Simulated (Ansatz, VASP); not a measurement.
# One calculation of Os, two programs

The input INCAR:

```
ALGO = Fast
EDIFF = 1E-6
ENCUT = 520
GGA = PE
ISIF = 2
ISMEAR = 0
LASPH = True
LCHARG = False
LREAL = False
LWAVE = False
NBANDS = 15
NELM = 100
PREC = Accurate
SIGMA = 0.1
```

Contents of KPOINTS:

```
k-points
0
Gamma
  9 9 4
```

File POSCAR:

```
Os
1.0
    2.7341000000      0.0000000000      0.0000000000
   -1.3670500000      2.3678000565      0.0000000000
    0.0000000000      0.0000000000      4.3197000000
Os
2
Direct
    0.3333333333      0.6666666667      0.2500000000
    0.6666666667      0.3333333333      0.7500000000
```

Input for Ansatz:

```yaml
crystal:
  lattice:
    - [2.7341, 0.0, 0.0]
    - [-1.36705, 2.3678000565, 0.0]
    - [0.0, 0.0, 4.3197]
  atoms:
    - { symbol: Os, position: [0.3333333333, 0.6666666667, 0.25] }
    - { symbol: Os, position: [0.6666666667, 0.3333333333, 0.75] }
basis:
  ecutwfc: 420
kpoints:
  mp_grid: { grid: [9, 9, 4] }
hamiltonian:
  xc: pbe
scf:
  occupations: { method: gaussian, width: 0.1 }
output:
  forces: true
  stress: true
  eigenvalues: true
```

Alike in both runs: task single point; functional PBE; k mesh 9 × 9 × 4; occupations gaussian, width 0.1 eV; no spin polarisation.

|  | VASP | Ansatz |
| --- | --- | --- |
| version | VASP 6.6.1 | Ansatz 0.2.0 |
| potentials or method | VASP PAW PBE potentials, release 64 (Os) | scalar-relativistic, plane waves, PAW |
| plane-wave cutoff (eV) | 520 | 420 |
| valence electrons in the cell | 16 | 32 |

VASP gave:

- gap on the k mesh at the Fermi level (eV): none
- pressure (GPa): 8.6
- largest component of the traceless stress (GPa): 0.23

Task: Which values does Ansatz return?

Result: gap on the k mesh at the Fermi level (eV): none; pressure (GPa): 8.7; largest component of the traceless stress (GPa): 0.14.

A gap of «none» marks a metal or a gap that the smearing closes. The two sets of potentials don't hold the same shells in valence.

Caveats: the k mesh is coarse (spacing up to 0.36 Å⁻¹), so the values aren't converged. The runs have no spin-orbit coupling, so splittings on Os are missing.
